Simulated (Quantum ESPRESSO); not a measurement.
**Ni in Quantum ESPRESSO: the effect of functional**

Crystal: Ni.

```xyz
1
Lattice="0.0000 1.7376 1.7376 1.7376 0.0000 1.7376 1.7376 1.7376 0.0000" Properties=species:S:1:pos:R:3 pbc="T T T"
Ni    0.0000    0.0000    0.0000
```

Alike in all runs:

- Program: Quantum ESPRESSO 7.5
- Task: phonons
- Cutoff: 612 eV
- Density cutoff: 4898 eV
- k mesh: 9 × 9 × 9
- Occupations: cold, width 0.2 eV
- Spin: collinear spin, ferromagnetic start
- Starting moments: [1.0] μB

Each run relaxes the cell or the atoms first.

```tsv
functional	potentials or basis	relaxed volume (Å³/atom)	highest phonon frequency (cm⁻¹)
LDA	GBRV 1.5 LDA	10.00	357
PBEsol	GBRV 1.5 PBEsol	?	?
WC	GBRV 1.5 PBE	10.37	341
PW91	GBRV 1.5 PBE	10.78	290
AM05	GBRV 1.5 PBE	10.26	500
```

Task: What does the run with functional PBEsol give?

Result: Relaxed volume 10.33 Å³/atom; highest phonon frequency 354 cm⁻¹.

Caveats: the mesh is thin for the phonons of a metal; the q point doesn't lie on the k mesh, which can shift a metal's frequencies strongly unless the mesh is converged; the potentials were made for another functional, which shifts forces and pressure (some runs).

Runs at the PBE level aren't shown here.
